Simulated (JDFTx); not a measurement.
Runs of JDFTx 1.7.0 (patched build) on W. The structure is cubic, space group Im-3m (No. 229). The conventional cell has a = 3.165 Å, b = 3.165 Å, c = 3.165 Å, α = 90.00°, β = 90.00°, γ = 90.00°. Around W (site symmetry m-3m) lie 8 W at 2.74 Å. 

| task | level | potentials or basis | spin | cell | max SCF steps | SCF threshold on the energy | solver of the electrons | further solve for the empty bands | band ratio of the Davidson solver | gap on the mesh (eV) | pressure (GPa) |
| --- | --- | --- | --- | --- | --- | --- | --- | --- | --- | --- | --- |
| single point | PBEsol | PseudoDojo-SR-PBEsol-0.4.1-standard with smoothed tails | off | cell strained at random at fixed volume | 100 | 1e-09 Ha | scf | yes | - | none | -2.6 |
| single point | PBE | PseudoDojo-FR-PBE-0.4-standard with smoothed tails | SOC, no magnetisation | as given | 100 | 1e-08 Ha | scf | yes | - | none | (a) |
| single point | PBEsol | PseudoDojo-SR-PBEsol-0.4.1-standard with smoothed tails | off | as given | 100 | 1e-09 Ha | scf | yes | - | none | -2.8 |
| single point | PBE | PseudoDojo-SR-PBE-0.4.1-standard with smoothed tails | off | as given | 100 | 1e-09 Ha | scf | yes | - | none | 5.9 |

Alike in all rows: k mesh 12 × 12 × 12; cutoff (eV) 1007; smearing fermi-dirac 0.05 eV.

Question: Fill in the values left out.

Answer: (a) 7.0.

Caveats: the empty levels aren't tightly converged (some runs).

A k mesh can miss the band edges, and rows without SOC leave out spin-orbit coupling on W.

A gap of «none» marks a metal or a gap under the smearing width.
